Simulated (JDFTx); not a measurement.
Runs of JDFTx 1.7.0 (patched build) on TePb. Symmetry: Pm-3m, No. 221, cubic system. Conventional cell: a = 4.002 Å, b = 4.002 Å, c = 4.002 Å, α = 90.00°, β = 90.00°, γ = 90.00°. Pb (site symmetry m-3m) is surrounded by 8 Te at 3.47 Å. Around Te (site symmetry m-3m) lie 8 Pb at 3.47 Å. Measurements of this composition are mostly on another form, of space group No. 225.

```tsv
task	cell	gap on the mesh (eV)	pressure (GPa)
relaxation of the atoms	atoms relaxed from: relaxed cell strained by -0.01 in Voigt component 4	0.64	0.0
relaxation of cell and atoms	relaxed	(a)	0.0
relaxation of the atoms	atoms relaxed from: relaxed cell strained by 0.01 in Voigt component 4	0.64	0.0
relaxation of the atoms	atoms relaxed from: relaxed cell strained by -0.01 in Voigt component 1	0.57	0.6
relaxation of the atoms	atoms relaxed from: relaxed cell strained by 0.01 in Voigt component 1	0.62	-0.5
```

Alike in all rows: level LDA; potentials or basis PseudoDojo-SR-LDA-0.4.1-standard; no spin polarisation; k mesh 3 × 3 × 3; cutoff (eV) 1088; smearing fermi-dirac 0.05 eV; the mesh is coarse, so values aren't converged.

**Question.** Estimate the missing entries.

**Answer.** (a) 0.69.

Caveats: all runs use coarse meshes; spin-orbit coupling is left out, which as a rule narrows the gap of such compounds by several tenths of an eV; an odd mesh through Γ misses points on the zone boundary, where band edges often lie; the relaxation stopped at its first step, so nothing moved (some runs).

A k mesh can miss the band edges, and the runs leave out spin-orbit coupling on Pb, Te.
